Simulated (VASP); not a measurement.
Here is the system:

```
CELL_PARAMETERS angstrom
      4.07239     0.00000     0.00000
      0.00000     4.07239     0.00000
      0.00000     0.00000     4.07239
ATOMIC_POSITIONS crystal
  Cs 0.00000 0.00000 0.00000
  Cl 0.50000 0.50000 0.50000
```

These are PBEsol GGA, VASP's PBE PAW potentials (set 64) (plane waves; VASP) values and carry that method's errors. Settings: 400 eV cut-off, 8×8×8 Γ-centred mesh, Gaussian smearing of 0.010 eV, potentials Cs_sv Cl.

Give the direction-averaged independent-particle dielectric function (no local fields, no excitons; a broadening of 0.1 eV leaves a tail below the gap, and fine structure carries the noise of the k-mesh).

```tsv
ħω (eV)	ε₁	ε₂
0.00	3.26	0.00
0.30	3.27	0.00
0.70	3.28	0.00
1.00	3.29	0.01
1.40	3.32	0.01
1.80	3.35	0.01
2.10	3.39	0.01
2.50	3.45	0.02
2.80	3.50	0.02
3.20	3.59	0.03
3.60	3.71	0.03
3.90	3.81	0.04
4.30	4.00	0.05
4.60	4.19	0.07
5.00	4.56	0.14
5.40	4.97	0.36
5.70	5.35	0.89
6.10	5.52	1.50
6.50	5.87	2.69
6.80	5.62	3.39
7.20	3.34	5.01
7.50	2.30	3.98
7.90	2.78	2.12
8.30	3.58	3.76
8.60	2.85	4.06
9.00	1.31	5.23
9.30	0.61	3.00
9.70	0.85	2.53
10.10	1.28	1.49
10.40	1.69	1.26
10.80	2.34	1.63
11.20	3.20	1.58
```
ε₂ peaks at 7.1 eV (height 5.6), 9.0 eV (height 5.2); ε₁(0) averages 3.26, so the electronic refractive index below the gap tends to √3.26 = 1.81.

The structure comes from a measured CsCl entry (Pm-3m) of the Crystallography Open Database, whose conditions weren't checked. It was relaxed first.
